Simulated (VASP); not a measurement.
Mo, 1 atom in the cell. The structure is cubic, space group Im-3m (No. 229). The conventional cell has a = 3.168 Å, b = 3.168 Å, c = 3.168 Å, α = 90.00°, β = 90.00°, γ = 90.00°. Mo (site symmetry m-3m) has 8 Mo at 2.74 Å as nearest neighbours. 

```yaml
Program: VASP 6.6.1
Task: relaxation of cell and atoms
Functional: revPBE
Dispersion: D2
Potentials_or_basis: VASP PAW PBE potentials, release 64 (Mo_sv)
Cutoff: 600 eV
k_mesh: 12 × 12 × 12
Occupations: fermi-dirac, width 0.05 eV
Spin: no spin polarisation
Further_INCAR_settings: ALGO = Fast; EDIFF = 1e-06; IBRION = 2; EDIFFG = -0.01; NSW = 60; ISIF = 3
```

Potentials or basis: VASP PAW PBE potentials, release 64 (Mo_sv).

Command:

```bash
$ cat potpaw_PBE.64/Mo_sv/POTCAR > POTCAR
$ mpirun -np 1 vasp_std > vasp.out
```

Hardware: 1 thread of Intel(R) Xeon(R) 6975P-C (Granite Rapids), on a shared host.

How long does it take, and how much memory?

Wall time 11 s on 1 thread of Intel(R) Xeon(R) 6975P-C (Granite Rapids), on a shared host, peak memory 0.15 GiB. Counts: scf iterations 27, k points 72, ion steps 3.
